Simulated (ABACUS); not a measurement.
Runs of ABACUS 3.10.1 on CdS (Hawleyite). Symmetry: F-43m, No. 216, cubic system. Conventional cell: a = 5.833 Å, b = 5.833 Å, c = 5.833 Å, α = 90.00°, β = 90.00°, γ = 90.00°. Cd (site symmetry -43m) has 4 S at 2.53 Å as nearest neighbours. S (site symmetry -43m) is surrounded by 4 Cd at 2.53 Å. 

```csv
task,level,potentials or basis,cell,k mesh,cutoff (eV),SCF threshold on the density,eigensolver,symmetry key,max steps of the relaxation,force threshold,gap on the mesh (eV),pressure (GPa),relaxed volume (Å³/atom)
single point,LDA-PW92,"GBRV ultrasoft 1.5 LDA, plane waves",as given,6 × 6 × 6,544,1e-08,dav,1,-,-,0.83,-2.4,-
relaxation of cell and atoms,LDA-PW92,"GBRV ultrasoft 1.5 LDA, plane waves",relaxed,6 × 6 × 6,544,1e-08,dav,1,60,0.005 eV/Å,(b),0.0,(a)
relaxation of cell and atoms,r2SCAN,"SG15 ONCV 1.2 PBE, DZP LCAO (the cutoffs set its grid)",relaxed,6 × 6 × 6,1401,1e-07,genelpa,1,60,0.02 eV/Å,-,0.0,25.53
single point,r2SCAN,"SG15 ONCV 1.2 PBE, DZP LCAO (the cutoffs set its grid)",as given,6 × 6 × 6,1401,1e-07,genelpa,1,-,-,1.58,1.9,-
```

Alike in all rows: no spin polarisation; smearing fermi-dirac 0.05 eV.

Task: Fill in the values left out.

Result: (a) 23.93; (b) 0.90.

Caveats: the atomic orbitals were generated for these runs and aren't a published set (some runs); the potentials were made for another functional, which shifts forces and pressure (some runs); the basis of atomic orbitals isn't converged, which shifts pressures, moduli and gaps (some runs).

A k mesh can miss the band edges, and the runs leave out spin-orbit coupling on Cd.

The runs don't all hold the same shells in valence.
